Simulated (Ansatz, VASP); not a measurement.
**One calculation of Ga, two programs**

Contents of INCAR:

```
  PREC = Accurate
  ENCUT = 520
  EDIFF = 1E-6
  ISMEAR = -1
  SIGMA = 0.05
  LREAL = False
  LASPH = True
  NELM = 100
  ALGO = Fast
  ISIF = 2
  LWAVE = False
  LCHARG = False
  GGA = PE
  NBANDS = 20
```

KPOINTS

```
regular mesh
0
Gamma
  7 7 10
```

The input POSCAR:

```
Ga
1.0
    4.5080223725      0.0000000000      0.0000000000
   -2.2540162521      3.9040679203      0.0000000000
    0.0000000000      0.0000000000      2.8015883834
Ga
2
Direct
    0.3333300000      0.6666700000      0.5000000000
    0.6666700000      0.3333300000      0.5000000000
```

File input.yaml:

```yaml
crystal:
  lattice:
    - [4.5080223725, 0.0, 0.0]
    - [-2.2540162521, 3.9040679203, 0.0]
    - [0.0, 0.0, 2.8015883834]
  atoms:
    - { symbol: Ga, position: [0.33333, 0.66667, 0.5] }
    - { symbol: Ga, position: [0.66667, 0.33333, 0.5] }
hamiltonian:
  xc: pbe
  pseudopotentials: { kind: paw }
kpoints:
  mp_grid: { grid: [7, 7, 10] }
scf:
  occupations: { method: fermi_dirac, width: 0.05 }
output:
  forces: true
  stress: true
  eigenvalues: true
  write_density: true
  write_potential: true
  elf: true
  volumetric_format: npy
```

The cell was built by a generator and needn't be a form met in nature.

Alike in both runs: task single point; functional PBE; k mesh 7 × 7 × 10; occupations fermi-dirac, width 0.05 eV; no spin polarisation.

```csv
,VASP,Ansatz
version,VASP 6.6.1,Ansatz 0.2.0
potentials or method,"VASP PAW PBE potentials, release 64 (Ga_d)",Ansatz PAW
plane-wave cutoff (eV),520,420
valence electrons in the cell,26,26
```

```csv
,VASP,Ansatz,Ansatz less VASP
gap on the k mesh at the Fermi level (eV),none,none,-
pressure (GPa),-1.2,-1.3,-0.10
largest component of the traceless stress (GPa),1.06,1.04,-0.025
```

A gap of «none» marks a metal or a gap that the smearing closes.
